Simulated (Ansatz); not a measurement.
**Polymorphs of Si3Mo5**

Computed with DFT r2SCAN, scalar-relativistic, plane waves, PAW (Ansatz 0.2.0). Settings: cutoff 500 eV, Γ-centred meshes no coarser than 0.19 Å⁻¹ for metals and 0.3 Å⁻¹ for insulators (2π included), Gaussian smearing.

These are static lattice energies at zero pressure. Only the structures computed here compete, so a lower one can exist. For metals, differences of a few meV/atom aren't resolved. No run is spin-polarised.

| # | started from | space group | atoms | V (Å³/atom) | ΔE (meV/atom) | gap on mesh (eV) |
| --- | --- | --- | --- | --- | --- | --- |
| 1 | database cell | I4/mcm (No. 140) | 16 | 14.2 | 0 | 0.00 |
| 2 | database cell | P6_3/mcm (No. 193) | 16 | 14.4 | 101 | 0.00 |

The lowest structure: Space group I4/mcm (No. 140), tetragonal, a = 9.642 Å, c = 4.894 Å. Around Si on Wyckoff site a (2 atoms of the primitive cell) lie 2 Si at 2.45 Å and 8 Mo at 2.59 Å; around Si on Wyckoff site h (4 atoms of the primitive cell) lie 6 Mo at 2.53–2.59 Å and 4 Mo at 2.80 Å (next Si at 3.33 Å); Mo on Wyckoff site b (2 atoms of the primitive cell) is coordinated by 2 Mo at 2.45 Å, 4 Si at 2.59 Å and 8 Mo at 3.02 Å; around Mo on Wyckoff site k (8 atoms of the primitive cell) lie 4 Si at 2.53–2.59 Å, 9 Mo at 2.72–3.23 Å and 2 Si at 2.80 Å. Its energy against the elements is -0.40 eV/atom. The zero of energy is the lowest elemental structures computed at the same level; no fitted shifts are applied.

```cif
data_structure
_symmetry_space_group_name_H-M 'I4/mcm'
_symmetry_Int_Tables_number 140
_cell_length_a 9.6415
_cell_length_b 9.6415
_cell_length_c 4.8936
_cell_angle_alpha 90.000
_cell_angle_beta 90.000
_cell_angle_gamma 90.000
_cell_volume 454.90
loop_
_atom_site_label
_atom_site_type_symbol
_atom_site_symmetry_multiplicity
_atom_site_Wyckoff_symbol
_atom_site_fract_x
_atom_site_fract_y
_atom_site_fract_z
_atom_site_occupancy
Si1 Si 4 a 0.00000 0.00000 0.75000 1
Si2 Si 8 h 0.16722 0.66722 0.50000 1
Mo1 Mo 4 b 0.00000 0.50000 0.75000 1
Mo2 Mo 16 k 0.07682 0.22397 0.50000 1
```

The second: Space group P6_3/mcm (No. 193), hexagonal, a = 7.269 Å, c = 5.035 Å. Si is coordinated by 9 Mo at 2.50–2.75 Å and 2 Si at 2.95 Å; Mo on Wyckoff site d (4 atoms of the primitive cell) has 2 Mo at 2.52 Å, 6 Si at 2.56 Å and 6 Mo at 3.09 Å; around Mo on Wyckoff site g (6 atoms of the primitive cell) lie 2 Si at 2.50 Å, 3 Si at 2.65–2.75 Å and 10 Mo at 3.03–3.09 Å.